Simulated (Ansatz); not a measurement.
Ta₂N: opening a crack plane

Ta₂N, P-3m1, a = 3.101 Å, c = 4.882 Å. The structure is a Materials Project entry; whether it is the stable form wasn't checked. Ansatz: PBE, PAW, 420 eV, Γ-centred 17×17×5 mesh on 6 atoms, Gaussian smearing 0.15 eV; no spin polarisation. One cut on (001) per cell of 6 atoms is opened rigidly by x, between planes of Ta and Ta that stand 2.39 Å apart; y is the energy per area (8.329 Å², 1 eV/Å² = 16.02 J/m²).

| x (Å) | y (J/m²) |
| --- | --- |
| 0.00 | 0.000 |
| 0.25 | 0.373 |
| 0.50 | ? |
| 0.75 | 2.178 |
| 1.00 | 3.111 |
| 1.50 | 4.542 |
| 2.00 | 5.352 |
| 3.00 | 5.864 |
| 4.50 | 5.942 |
| 6.00 | 5.947 |

Task: Fit the universal binding curve y = W[1 − (1 + x/l) e^(−x/l)] to the other rows, give the peak stress, and predict the missing value.

Result: Least squares gives W = 6.02 J/m² and l = 0.567 Å. The stress dy/dx peaks at x = l with W/(e l) = 39.1 GPa, for rigid faces. At x = 0.50: x/l = 0.882, y = 1.330 J/m². The run gave 1.204 J/m², so the fit is 0.126 J/m² too high, within twice the rms miss on the fitted rows (0.083 J/m²).

Spin–orbit coupling is left out, which can shift energies with elements as heavy as these.

Cost: 11 runs of about 9.2 core-minutes in all, on Intel Xeon Processor @ 2.50GHz (Skylake/Cascade Lake) (shared hosts).

Separating the facing Ta planes costs far more than opening a van der Waals gap would. This fits strong metallic bonding through overlapping Ta 5d states, with the Ta–N bonds probably left largely intact by a cut between metal planes. As the overlap decays, the energy levels off, changing only from 5.942 to 5.947 J/m² over the last step. That plateau is a better measure of the rigid work of separation than the fitted W, which lies above it.

The misses are systematic rather than random: the fitted curve is too high up to 1.00 Å, too low from 1.50 to 3.00 Å, and too high again beyond. The overestimate at the withheld point belongs to this pattern. A single decay length thus captures the overall scale of the bonding but not its full shape. The computed slopes support the size of the peak stress, but suggest that it falls at a somewhat larger opening than the fitted l. With no other cut compared, the curve doesn't identify the preferred cleavage plane.
